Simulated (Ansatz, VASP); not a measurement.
**SiC in VASP and in Ansatz**

```
Si C
1.0
     2.95666    0.00000    0.00000
    -1.47833    2.56054    0.00000
     0.00000    0.00000    4.66117
Si C
2 2
Direct
  0.33333 0.66667 0.00090
  0.66667 0.33333 0.50090
  0.33333 0.66667 0.38410
  0.66667 0.33333 0.88410
```

Alike in both runs: functional PBE; k mesh 12 × 12 × 6; occupations gaussian, width 0.05 eV; no spin polarisation.

Ansatz relaxed the structure, and its values are those at the end. VASP's run is a single point on that final structure, the one shown.

```csv
,VASP,Ansatz
version,VASP 6.6.1,Ansatz 0.2.0
potentials or method,"VASP PAW PBE potentials, release 64 (Si, C)","scalar-relativistic, plane waves, PAW"
plane-wave cutoff (eV),520,520
valence electrons in the cell,16,16
```

|  | VASP | Ansatz | Ansatz less VASP |
| --- | --- | --- | --- |
| gap on the k mesh at the Fermi level (eV) | 1.94 | 1.95 | +0.005 |
| least direct gap on the mesh (eV) | 3.97 | 3.98 | +0.010 |

Ansatz warned: «stress_scf_threshold_loose».

 A k mesh can miss the band edges.
